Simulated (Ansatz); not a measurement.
The parent structure is LaAlO3 (space group R-3c, No. 167; a = 5.353 Å, c = 13.048 Å (hexagonal axes)). Axes: x lies along a and z along c of the hexagonal cell.

Computed with DFT with PBEsol, PAW potentials and a 420 eV plane-wave cutoff in Ansatz (a program for electronic structure), no spin-orbit coupling, earlier PAW set.

Strains are applied to the cell and any free atomic positions relax; under biaxial strain the out-of-plane vector relaxes too.

One change was made to it. Results:

```json
[
 {"quantity": "shortest interatomic distance", "base": "1.899 Å", "after": "1.932 Å"},
 {"quantity": "pressure (mean of the normal stresses, compression positive)", "base": "0.00 GPa", "after": "-7.03 GPa"}
]
```

**Question.** Which change produced these results?
A. biaxial strain +2.65 %, plane normal [001], relaxed out of plane
B. biaxial strain −0.81 %, plane normal [001], relaxed out of plane
C. isotropic strain +0.34 %
D. uniaxial strain ε_xx = +2.33 %

**Answer.** A, biaxial strain +2.65 %, plane normal [001], relaxed out of plane. For comparison, the pressure in the other runs: isotropic strain +0.34 % gives -1.94 GPa; uniaxial strain ε_xx = +2.33 % gives -4.23 GPa; biaxial strain −0.81 %, plane normal [001], relaxed out of plane gives 2.43 GPa.

No phonon test of stability was made.
